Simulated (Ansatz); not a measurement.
All numbers below come from Ansatz, DFT PBE, scalar-relativistic, plane waves, PAW. All cells share a 420 eV cutoff and Γ-centred k meshes spaced at most about 0.3 Å⁻¹ (about 0.25 or finer for metals, 2π included). No spin polarisation in the final relaxations.

These are static total energies at zero pressure.

Two forms of Ga were relaxed alike.

A.

```cif
data_structure
_symmetry_space_group_name_H-M 'Pm-3m'
_symmetry_Int_Tables_number 221
_cell_length_a 3.9388
_cell_length_b 3.9388
_cell_length_c 3.9388
_cell_angle_alpha 90.000
_cell_angle_beta 90.000
_cell_angle_gamma 90.000
_cell_volume 61.11
loop_
_atom_site_label
_atom_site_type_symbol
_atom_site_symmetry_multiplicity
_atom_site_Wyckoff_symbol
_atom_site_fract_x
_atom_site_fract_y
_atom_site_fract_z
_atom_site_occupancy
Ga1 Ga 3 c 0.00000 0.50000 0.50000 1
```

B.

```cif
data_structure
_symmetry_space_group_name_H-M 'Pm-3m'
_symmetry_Int_Tables_number 221
_cell_length_a 2.7167
_cell_length_b 2.7167
_cell_length_c 2.7167
_cell_angle_alpha 90.000
_cell_angle_beta 90.000
_cell_angle_gamma 90.000
_cell_volume 20.05
loop_
_atom_site_label
_atom_site_type_symbol
_atom_site_symmetry_multiplicity
_atom_site_Wyckoff_symbol
_atom_site_fract_x
_atom_site_fract_y
_atom_site_fract_z
_atom_site_occupancy
Ga1 Ga 1 a 0.00000 0.00000 0.00000 1
```

Question: Which is lower in energy, and by how much?

Answer: A is lower, by 12 meV/atom. A has space group Pm-3m (No. 221), 20.4 Å³/atom and no gap on its mesh; B has the simple cubic type, space group Pm-3m (No. 221), 20.1 Å³/atom and no gap. Counting all near atoms (those within 1.25 times the shortest distance at each site), A has Ga 8 and B has Ga 6. Both come from invented guesses. The part of the Crystallography Open Database at hand lists Ga in space groups No. 15, 63, 64, 139, 166 and others; no cell shown has one of them.

For metals, differences of a few meV/atom aren't resolved. Cells relaxed within their symmetry can be saddle points.
